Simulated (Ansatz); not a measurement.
Born–Oppenheimer molecular dynamics of a periodic cell of 24 atoms, MgO (surface MgO(111)). It starts from a relaxed structure.

All numbers below come from DFT PBEsol, scalar-relativistic, plane waves, PAW (Ansatz). Settings: PAW set soft_1, cutoff 420 eV, k mesh 2x2x1, fermi-dirac smearing 0.02 eV, no spin polarisation.

- ensemble: NVE (velocity Verlet)
- time step: 1 fs
- steps asked: 260
- starting velocities drawn for: 1800 K
- atoms held: 1 to 8
- seed: 63045

First frame:

```xyz
24
Lattice="5.5013 0.0000 0.0000 2.7506 4.7643 0.0000 0.0000 0.0000 16.6147" Properties=species:S:1:pos:R:3
Mg 0.000 0.000 1.000
O 4.126 3.970 2.123
Mg 1.375 2.382 1.000
O 2.751 1.588 2.123
Mg 2.751 0.000 1.000
O 6.877 3.970 2.123
Mg 4.126 2.382 1.000
O 5.501 1.588 2.123
Mg 5.501 3.176 3.509
O 6.877 2.382 4.649
Mg 4.126 0.794 3.509
O 5.501 0.000 4.649
Mg 2.751 3.176 3.509
O 4.126 2.382 4.649
Mg 1.375 0.794 3.509
O 2.751 0.000 4.649
Mg 2.751 1.588 6.029
O 4.126 0.794 7.187
Mg 4.126 3.970 6.029
O 5.501 3.176 7.187
Mg 5.501 1.588 6.029
O 1.375 0.794 7.187
Mg 6.877 3.970 6.029
O 2.751 3.176 7.187
```

What does the run give?

The run went to its last step.

| Property | Result |
| --- | --- |
| steps done | 260 |
| time covered | 260 fs |
| mean temperature over the second half | 1627 K |
| spread of the potential energy over the second half | 19.7 meV per atom |
| mean potential energy of the second half above the start | 15.0 meV per atom |

The conserved energy stayed within 0.25 meV per atom of its start (net change 0.11 meV per atom), so the integration is sound. A run of 0.26 ps of so small a system gives no equilibrium averages. Limits of this set-up: coarse k mesh, thin slab, slab without dipole correction, PAW files made for another functional.

What happens to the structure?

Mean squared displacements from the first frame to the last: Mg 0.88 Å², O 0.44 Å². This is one draw of velocities; another would differ in detail.

How do temperature and energy run in time?


| time (fs) | T (K) | potential energy less start (eV) | conserved less start (meV/atom) |
| --- | --- | --- | --- |
| 0 | 1800 | 0.000 | 0.00 |
| 21 | 705 | 2.266 | 0.12 |
| 42 | 764 | 2.147 | 0.16 |
| 63 | 940 | 1.782 | 0.12 |
| 84 | 903 | 1.857 | 0.11 |
| 105 | 927 | 1.810 | 0.16 |
| 126 | 1680 | 0.253 | 0.16 |
| 147 | 1876 | -0.155 | 0.05 |
| 168 | 1142 | 1.364 | 0.14 |
| 189 | 1392 | 0.848 | 0.15 |
| 210 | 1929 | -0.266 | 0.09 |
| 231 | 1454 | 0.719 | 0.11 |
| 252 | 1706 | 0.196 | 0.02 |

Time of the run: 18 min on 2 threads of Intel(R) Xeon(R) Platinum 8488C (Sapphire Rapids) (shared host), peak memory 1.1 GiB.
